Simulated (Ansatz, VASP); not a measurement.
## Two plane-wave programs on Al2O3

INCAR

```
SYSTEM = Al2O3
ALGO = Normal
EDIFF = 1E-6
ENCUT = 520
GGA = PS
ISIF = 2
ISMEAR = 0
LASPH = .TRUE.
LCHARG = .FALSE.
LREAL = .FALSE.
LWAVE = .FALSE.
NBANDS = 20
NELM = 60
PREC = Accurate
SIGMA = 0.05
```

The input KPOINTS:

```
k-points
0
G
  12 12 4
  0 0 0
```

File POSCAR:

```
Al2O3
1.0
    2.8967832423      0.0000000000      0.0000000000
   -1.4483916211      2.5086878770      0.0000000000
    0.0000000000      0.0000000000      7.2716505621
Al O
2 3
Direct
    0.0000000000      0.0000000000      0.2779510000
    0.0000000000      0.0000000000      0.7220490000
    0.3333333333      0.6666666667      0.1994540000
    0.6666666667      0.3333333333      0.8005460000
    0.0000000000      0.0000000000      0.5000000000
```

Input for Ansatz:

```yaml
crystal:
  lattice:
    - [2.8967832423, 0.0, 0.0]
    - [-1.4483916211, 2.508687877, 0.0]
    - [0.0, 0.0, 7.2716505621]
  atoms:
    - { symbol: Al, position: [0.0, 0.0, 0.277951] }
    - { symbol: Al, position: [0.0, 0.0, 0.722049] }
    - { symbol: O, position: [0.3333333333, 0.6666666667, 0.199454] }
    - { symbol: O, position: [0.6666666667, 0.3333333333, 0.800546] }
    - { symbol: O, position: [0.0, 0.0, 0.5] }
basis:
  ecutwfc: 420
kpoints:
  mp_grid: { grid: [12, 12, 4] }
hamiltonian:
  xc: pbesol
scf:
  occupations: { method: gaussian, width: 0.05 }
output:
  forces: true
  stress: true
  eigenvalues: true
```

Change from the starting cell: strain -0.040 along x and y, -0.040 along z, atoms carried along.

Alike in both runs: task single point; functional PBEsol; k mesh 12 × 12 × 4; occupations gaussian, width 0.05 eV; no spin polarisation.

```csv
,VASP,Ansatz
version,VASP 6.6.1,Ansatz 0.2.0
potentials or method,"VASP PAW PBE potentials, release 64 (Al, O)","scalar-relativistic, plane waves, PAW"
plane-wave cutoff (eV),520,420
valence electrons in the cell,24,24
```

|  | VASP | Ansatz | Ansatz less VASP |
| --- | --- | --- | --- |
| gap on the k mesh at the Fermi level (eV) | 3.08 | 3.08 | -0.003 |
| least direct gap on the mesh (eV) | 3.08 | 3.08 | -0.003 |
| pressure (GPa) | 21.1 | 20.4 | -0.73 |
| largest component of the traceless stress (GPa) | 5.29 | 4.71 | -0.580 |
| rms of the force components (eV/Å) | 0.575 | 0.534 | -0.0406 |

Atom by atom the forces differ by 0.048 eV/Å (rms over components).

Caveats: so large a pressure means that the cell lies far from this level's equilibrium, or that cutoff or potentials fall short (VASP); the potentials were made for another functional, which shifts forces and pressure (VASP). A k mesh can miss the band edges.
